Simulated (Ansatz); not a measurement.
System: rock-salt LiI. Method: PBE+SOC (Ansatz, a first-principles code, PAW).

Numerical settings: plane-wave cutoff 520 eV, 10×10×10 k mesh, Fermi–Dirac smearing 0.01 eV, PAW data made under PBE.

Pressure at four volumes; x = ln(V/27.311 Å³). One pressure is withheld.

```csv
V (Å³/atom),x,P (GPa)
25.672,-0.0619,1.396
27.311,0.0000,0.000
28.403,0.0392,-0.706
28.949,0.0582,?
```

Q: Pass a parabola P(x) through the three rows shown, estimate the bulk modulus and its pressure derivative near zero pressure, and predict the withheld pressure.

A: Slopes between the rows: (0.000 − (1.396))/(0.0000 − (-0.0619)) = -22.55 and (-0.706 − (0.000))/(0.0392 − (0.0000)) = -18.01 GPa. Their difference over the span 0.1011 is c = 4.54/0.1011 = 44.9 GPa, so P(x) = 1.396 + (-22.55)(x − (-0.0619)) + 44.9 (x − (-0.0619))(x − (0.0000)). At the middle row B = −dP/dx = −[-22.55 + 44.9 × 0.0619] = 19.8 GPa, and B′ = dB/dP = 2c/B = 4.5. At x = 0.0582 the parabola gives -0.998 GPa; the run gives -1.005 GPa. The Birch–Murnaghan fit to the energies at all volumes has B0 = 19.6 GPa and B′ = 4.5.

Measured, for comparison: bulk modulus 24 GPa (0 K, extrapolated to 0 K; as tabulated in Doll and Stoll (1998), arXiv:cond-mat/9801031). Computed less measured: bulk modulus -18 %.
